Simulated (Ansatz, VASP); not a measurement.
# Two plane-wave programs on Zn

Contents of INCAR:

```
PREC = Accurate ; ENCUT = 520
EDIFF = 1E-6 ; ISMEAR = -1
SIGMA = 0.1 ; LREAL = F
LASPH = T ; NELM = 60
ALGO = Normal ; ISIF = 2
LWAVE = F ; LCHARG = F
GGA = PS ; NBANDS = 12
```

File KPOINTS:

```
regular mesh
0
Gamma
  16 16 16
```

File POSCAR:

```
Zn
1.0
    0.0000000000      1.8688478389      1.8688478389
    1.8688478389      0.0000000000      1.8688478389
    1.8688478389      1.8688478389      0.0000000000
Zn
1
Direct
    0.0000000000      0.0000000000      0.0000000000
```

Input for Ansatz:

```yaml
crystal:
  lattice:
    - [0.0, 1.8688478389, 1.8688478389]
    - [1.8688478389, 0.0, 1.8688478389]
    - [1.8688478389, 1.8688478389, 0.0]
  atoms:
    - { symbol: Zn, position: [0.0, 0.0, 0.0] }
hamiltonian:
  xc: pbesol
  pseudopotentials:
    kind: paw
    azcp:
      Zn: "pseudopotentials/Zn.paw.azcp"
basis:
  ecutwfc: 420
  fft_grid_basis: typed
kpoints:
  mp_grid: { grid: [16, 16, 16], shift: [0, 0, 0] }
magnetization:
  spin_polarized: false
scf:
  occupations: { method: fermi_dirac, width: 0.1 }
  lower_state_search: "off"
output:
  stress: true
  write_density: true
  write_potential: true
  elf: true
  volumetric_format: npy
```

Alike in both runs: task single point; functional PBEsol; k mesh 16 × 16 × 16; occupations fermi-dirac, width 0.1 eV; no spin polarisation.

|  | VASP | Ansatz |
| --- | --- | --- |
| version | VASP 6.6.1 | Ansatz 0.2.0 |
| potentials or method | VASP PAW PBE potentials, release 64 (Zn) | plane waves (420 eV) with PAW, scalar-relativistic |
| plane-wave cutoff (eV) | 520 | 420 |
| valence electrons in the cell | 12 | 12 |

```tsv
	VASP	Ansatz	Ansatz less VASP
pressure (GPa)	9.2	8.5	-0.64
```

Ansatz warned: «pseudo_functional_mismatch».

Caveats: the PAW data sets were made with another functional, which shifts forces and pressure a little (VASP).
